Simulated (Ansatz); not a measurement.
Crystal: PtSe2 (Sudovikovite).

```xyz
3
Lattice="3.7240 0.0000 0.0000 -1.8620 3.2251 0.0000 0.0000 0.0000 5.0620" Properties=species:S:1:pos:R:3 pbc="T T T"
Pt    0.0000    0.0000    0.0000
Se    1.8620    1.0750    3.7965
Se    0.0000    2.1501    1.2655
```

Base run:

```yaml
Program: Ansatz 0.2.0
Functional: PBEsol
Potentials_or_basis: all-electron LAPW, scalar-relativistic
Cutoff: 292 eV
Density_cutoff: 1170 eV
Basis_error_allowed: 0.002 eV/atom
k_mesh: 8 × 8 × 5
Occupations: fermi-dirac, width 0.05 eV
Spin: no spin polarisation
Hubbard_terms: Pt d U = 8 eV
```

Its results: band gap on the k mesh none (metal or under the smearing width); pressure 2.9 GPa; largest force 0.559 eV/Å.

The run is repeated on the same cell with these changes: hubbard terms from Pt d U = 8 eV to none. What comes out?

Band gap on the k mesh none (metal or under the smearing width); pressure 2.1 GPa; largest force 0.337 eV/Å.

Caveats: U is the effective U less J, on atomic orbitals that reach past the spheres (some runs); U without spin polarisation on a metal has little footing (some runs).

Not every run made on this cell is shown here.
